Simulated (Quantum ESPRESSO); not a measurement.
BAs: zone-centre phonons and dielectric response under several settings

```
As B
1.0
     0.00000    2.38850    2.38850
     2.38850    0.00000    2.38850
     2.38850    2.38850    0.00000
As B
1 1
Direct
  0.75000 0.75000 0.75000
  0.00000 0.00000 0.00000
```

All runs used Quantum ESPRESSO 7.5; k mesh 8 × 8 × 8, shifted; no spin polarisation; occupations smeared at first, fixed for the response.

```csv
level,potentials,geometry,cutoff (eV),volume (Å³/atom),pressure (GPa),lowest optical mode without the field (cm⁻¹),highest mode with the field (cm⁻¹),ε∞ (mean),ε0 (mean),Born charge of atom 1 (e),sum of the Born charges (e)
LDA,GBRV 1.5 LDA,relaxed cell,612,13.38,0.0,702,706,9.67,9.8,0.53,0.00
PBEsol,GBRV 1.5 PBEsol,relaxed cell,612,13.66,0.0,692,696,9.87,10.0,0.48,0.00
PBE,JTH 2.0 PBE,relaxed cell,490,?,0.0,?,?,?,?,?,?
BLYP,GBRV 1.5 PBE,"given cell, atoms relaxed",612,13.63,9.2,705,708,9.47,9.5,0.45,0.00
```

What stands in the row left open?

Volume 13.89 Å³/atom; lowest optical mode without the field 677 cm⁻¹; highest mode with the field 680 cm⁻¹; ε∞ 9.85; ε0 9.9; Born charge of atom 1 0.44 e; sum of the Born charges -0.01 e.

Caveats: the cutoff is low for these files, which shifts pressure and relaxed volume (some runs); the potentials were made for another functional, which shifts forces and pressure (some runs); the cell is more than 3 GPa from zero pressure, which shifts response properties (some runs); before the sum rule the acoustic modes lie tens of cm⁻¹ from zero, a sign that the density grid also shifts the optical modes (some runs).

For the row left open. Caveat: the cutoff is low for these files, which shifts pressure and relaxed volume.

The runs don't all hold the same shells in valence.
